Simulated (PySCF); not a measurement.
Molecule: Ethoxy ethane, C4H10O.

Bonds (- single, = double, # triple, : aromatic): C1-C2 1.510 Å, C2-O3 1.398 Å, O3-C4 1.398 Å, C4-C5 1.510 Å. C1 carries H6, H7, H8; C2 carries H9, H10; C4 carries H11, H12; C5 carries H13, H14, H15.

Spin–spin couplings on one PBE0-D3(BJ)/def2-SVP geometry, PySCF 2.14, gas phase, non-relativistic, equivalent pairs averaged (without the spin–dipole term); isotopes 1H; functional B3LYP.

Reference values (Hz): 3J(H11,H13) = 7.0 (measured; UCL NMR lecture notes, Spin-Spin Coupling (L3_3_97)).

Problem. How do the couplings (Hz) change with the basis set? Times are CPU seconds on shared hosts with different chips, so compare them loosely. Far from the basis limit: 6-31G*, pcJ-0, 6-31G-J, def2-TZVP, cc-pVTZ.

Solution. 
```tsv
basis set	functions	3J(H11,H13)	abs. error	core-s
6-31G*	90	6.2	0.8	7
pcJ-0	95	6.9	0.1	7
6-31G-J	100	7.6	0.6	8
def2-TZVP	215	6.6	0.4	24
pcJ-1	235	7.8	0.8	43
cc-pVTZ	290	6.7	0.3	37
```

Errors compare magnitudes, without vibrational corrections. Closest: pcJ-0 and cc-pVTZ, practically level; furthest: 6-31G*.

The Fermi-contact term samples the wavefunction at the nucleus, which is why sets with added tight s functions (names with J) are made for couplings. Agreement of an ordinary basis with the reference is then largely a cancellation of errors.
